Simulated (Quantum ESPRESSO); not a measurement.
A run of Quantum ESPRESSO 7.5 is set up as follows.

run.py

```python
import numpy as np
from ase.calculators.espresso import Espresso, EspressoProfile
from ase import Atoms

atoms = Atoms(['Nb'],
              cell=[[0.0, 2.115, 2.115], [2.115, 0.0, 2.115], [2.115, 2.115, 0.0]],
              scaled_positions=[[0.0, 0.0, 0.0]],
              pbc=True)

input_data = {
    'control': {'calculation': 'scf', 'prefix': 'pwscf', 'outdir': './tmp', 'tprnfor': True, 'tstress': True, 'disk_io': 'nowf'},
    'system': {'ecutwfc': 45.0, 'ecutrho': 360.0, 'nbnd': 12, 'occupations': 'smearing', 'smearing': 'fd', 'degauss': 0.00367493},
    'electrons': {'conv_thr': 2e-10, 'electron_maxstep': 120, 'mixing_beta': 0.5},
}
pseudopotentials = {'Nb': 'nb_pbesol_v1.uspp.F.UPF'}
profile = EspressoProfile(command='mpirun -n 2 pw.x -nk 2', pseudo_dir='pseudo')
dft = Espresso(profile=profile, input_data=input_data, pseudopotentials=pseudopotentials, kpts=(11, 11, 11), koffset=(0, 0, 0))
atoms.calc = dft

print(f'energy {atoms.get_potential_energy():.8f} eV')
print('forces (eV/A)')
print(np.round(atoms.get_forces(), 6))
print('stress (eV/A^3, Voigt)')
print(np.round(atoms.get_stress(), 8))
print(f'Fermi level {dft.get_fermi_level():.4f} eV')
```

Potentials or basis: GBRV 1.5 PBEsol.

Command:

```bash
$ OMP_NUM_THREADS=1 python run.py
```

(1) Estimate the band gap on the k mesh.

(2) What does it give for the pressure?

## Answers

(1) none (metal or under the smearing width).

(2) -7.9 GPa.
